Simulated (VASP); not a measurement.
Crystal: CdSe.

```xyz
2
Lattice="0.0000 3.0703 3.0703 3.0703 0.0000 3.0703 3.0703 3.0703 0.0000" Properties=species:S:1:pos:R:3 pbc="T T T"
Cd    0.0000    0.0000    0.0000
Se    4.6054    4.6054    4.6054
```

Measurements of this composition are mostly on another form, of space group No. 186.

```yaml
Program: VASP 6.6.1
Task: relaxation of cell and atoms
Functional: PBEsol
Potentials_or_basis: VASP PAW PBE potentials, release 64 (Cd, Se)
Cutoff: 600 eV
k_mesh: 8 × 8 × 8
Occupations: gaussian, width 0.03 eV
Spin: no spin polarisation
```

At the start: pressure -1.1 GPa; volume 28.94 Å³/atom.

Question: How do energy, volume and symmetry change on relaxing?

Answer: Over 3 steps the energy falls by 2.5 meV/atom and the volume is 28.27 Å³/atom (-2.3 %); space group F-43m (No. 216, to 0.05 Å).

Step by step:
```csv
step,energy change (eV),largest force (eV/Å),pressure (GPa),volume (Å³)
1,0.0000,0.0000,-1.15,57.88
2,-0.0045,0.0000,0.33,56.16
3,-0.0049,0.0000,0.02,56.53
```

Final structure:
```
CELL_PARAMETERS angstrom
0.00000 3.04621 3.04621
3.04621 0.00000 3.04621
3.04621 3.04621 0.00000
ATOMIC_POSITIONS crystal
Cd 0.00000 0.00000 0.00000
Se 0.75000 0.75000 0.75000
```

Caveat: the PAW data sets were made with another functional, which shifts forces and pressure a little.
